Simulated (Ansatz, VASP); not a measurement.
Sb: VASP beside Ansatz

INCAR

```
SYSTEM = Sb
ALGO     = Normal         ! electronic algorithm
EDIFF    = 1E-8           ! SCF threshold, eV
ENCUT    = 520            ! plane-wave cutoff, eV
GGA      = PE             ! functional
ISIF     = 2              ! what is computed and relaxed
ISMEAR   = -1             ! smearing method
LASPH    = .True.         ! aspherical terms in the spheres
LCHARG   = .False.        ! write CHGCAR
LEFG     = .True.       
LREAL    = .False.        ! projectors in reciprocal space
LWAVE    = .False.        ! write WAVECAR
NBANDS   = 12             ! bands
NELM     = 60             ! most SCF steps
PREC     = Accurate       ! precision mode
SIGMA    = 0.03           ! smearing width, eV
```

The input KPOINTS:

```
k-points
0
Gamma
  12 12 7
  0 0 0
```

The input POSCAR:

```
Sb
1.0
    3.3406879151      0.0000000000      0.0000000000
   -1.6703439576      2.8931206006      0.0000000000
    0.0000000000      0.0000000000      5.2852079663
Sb
2
Direct
    0.3333333333      0.6666666667      0.2500000000
    0.6666666667      0.3333333333      0.7500000000
```

Input for Ansatz:

```yaml
crystal:
  lattice:
    - [3.3406879151, 0.0, 0.0]
    - [-1.6703439576, 2.8931206006, 0.0]
    - [0.0, 0.0, 5.2852079663]
  atoms:
    - { symbol: Sb, position: [0.3333333333, 0.6666666667, 0.25] }
    - { symbol: Sb, position: [0.6666666667, 0.3333333333, 0.75] }
kpoints:
  mp_grid: { grid: [12, 12, 7] }
scf:
  occupations: { method: fermi_dirac, width: 0.03 }
hamiltonian:
  xc: pbe
  pseudopotentials: { kind: paw }
output:
  forces: true
  stress: true
  eigenvalues: true
  efg: { contact_densities: true }
```

Change from the starting cell: volume scaled by 0.975, PAW files.

Alike in both runs: task electric field gradients; functional PBE; k mesh 12 × 12 × 7; occupations fermi-dirac, width 0.03 eV; no spin polarisation.

```csv
,VASP,Ansatz
version,VASP 6.6.1,Ansatz 0.2.0
potentials or method,"VASP PAW PBE potentials, release 64 (Sb)","PAW with Ansatz's default frozen-core files, scalar-relativistic"
plane-wave cutoff (eV),520,420
valence electrons in the cell,10,30
```

|  | VASP | Ansatz | Ansatz less VASP |
| --- | --- | --- | --- |
| pressure (GPa) | 4.9 | 5.0 | +0.14 |
| largest component of the traceless stress (GPa) | 0.95 | 0.95 | -0.002 |
| Vzz of the field gradient on the site that differs most (V/Å²) | 20.0 | 21.8 | +1.79 |

The functional is the same, so the differences come from potentials, cutoffs and numerics. The two sets of potentials don't hold the same shells in valence. Ansatz warned: «gradients_without_spin_orbit».

The runs have no spin-orbit coupling, so splittings on Sb are missing.
